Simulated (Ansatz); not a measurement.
**rocksalt-structured EuO**

Level of theory: DFT, PBE+U (U_eff = 2 eV on Eu 4f), scalar-relativistic, collinear spin; plane waves to 420 eV with PAW datasets (Ansatz 0.2.0), Γ-centred 10×10×10 mesh, 0.05 eV Gaussian smearing; PAW files: Ansatz's generated set soft_2.

```cif
data_structure
_symmetry_space_group_name_H-M 'Fm-3m'
_symmetry_Int_Tables_number 225
_cell_length_a 5.1766
_cell_length_b 5.1766
_cell_length_c 5.1766
_cell_angle_alpha 90.000
_cell_angle_beta 90.000
_cell_angle_gamma 90.000
_cell_volume 138.71
loop_
_atom_site_label
_atom_site_type_symbol
_atom_site_symmetry_multiplicity
_atom_site_Wyckoff_symbol
_atom_site_fract_x
_atom_site_fract_y
_atom_site_fract_z
_atom_site_occupancy
Eu1 Eu 4 b 0.50000 0.00000 0.00000 1
O1 O 4 a 0.00000 0.00000 0.00000 1
```

The start was a prototype's sites filled with these elements; the Crystallography Open Database holds the compound in this structure.

Magnetic state: ferromagnetic, site spin moments Eu 6.70; O -0.09 μB.

The pressure at this geometry is -3.4 GPa.

Task: Which orbitals carry the states at the Fermi level, and how many states are there?

Result: Within 0.1 eV of it: Eu 4f 86 %, O 2p 10 % (shares among the projected shells). The Fermi level sits on a steep edge: the density of states is 1.5, 0.2 and 0.1 states/eV per cell at −0.1, 0 and +0.1 eV.

Density of states (tetrahedra, averaged over 0.5 eV; states/eV per cell of 2 atoms; energy in eV from the Fermi level; projections on Löwdin-orthogonalised atomic orbitals, summed over sites):

```
    E  total  Eu 4f up  O 2p  Eu 5d up  Eu 5d down  Eu 6s
-5.60    0.0       0.0   0.0       0.0         0.0    0.0
-5.10    0.9       0.0   0.6       0.1         0.1    0.1
-4.60    2.1       0.0   1.5       0.2         0.2    0.2
-4.10    4.4       0.1   3.5       0.4         0.3    0.0
-3.60    4.6       0.1   3.8       0.2         0.2    0.0
-3.10    0.0       0.0   0.0       0.0         0.0    0.0
-2.60    0.0       0.0   0.0       0.0         0.0    0.0
-2.10    0.0       0.0   0.0       0.0         0.0    0.0
-1.60    0.0       0.0   0.0       0.0         0.0    0.0
-1.10    0.0       0.0   0.0       0.0         0.0    0.0
-0.60   11.2      10.8   0.0       0.3         0.0    0.0
-0.10    2.9       2.7   0.1       0.1         0.0    0.0
 0.40    0.2       0.1   0.0       0.1         0.0    0.0
 0.90    0.4       0.0   0.0       0.2         0.1    0.0
 1.40    0.6       0.0   0.1       0.3         0.2    0.0
 1.90    1.0       0.0   0.1       0.5         0.3    0.1
 2.40    1.4       0.0   0.2       0.5         0.4    0.1
 2.90    1.2       0.0   0.2       0.4         0.5    0.1
 3.40    1.5       0.0   0.2       0.7         0.3    0.1
 3.90    1.6       0.0   0.1       0.5         0.6    0.1
```

Formal charges Eu²⁺, O²⁻ leave Eu²⁺ with an open 4f⁷ shell. Exchange should fill one spin channel of a half-filled shell and leave an insulator, so a metal points to the functional or the structure. The run still finds no gap: within 0.1 eV of the Fermi level the projected states are 86 % Eu 4f.

Hund's first rule gives Eu²⁺ with 7 f electrons 7 unpaired spins, a spin moment of 7 μB; the run has 6.70 μB on Eu (atomic spheres) and 6.90 f electrons on orthogonalised orbitals. The moment is close to the ion's, so in this run the shell is localised and nearly fully polarised.

For elements this heavy, spin–orbit coupling would shift levels and gaps; it isn't included here. Site moments are of spin, integrated over atomic spheres.
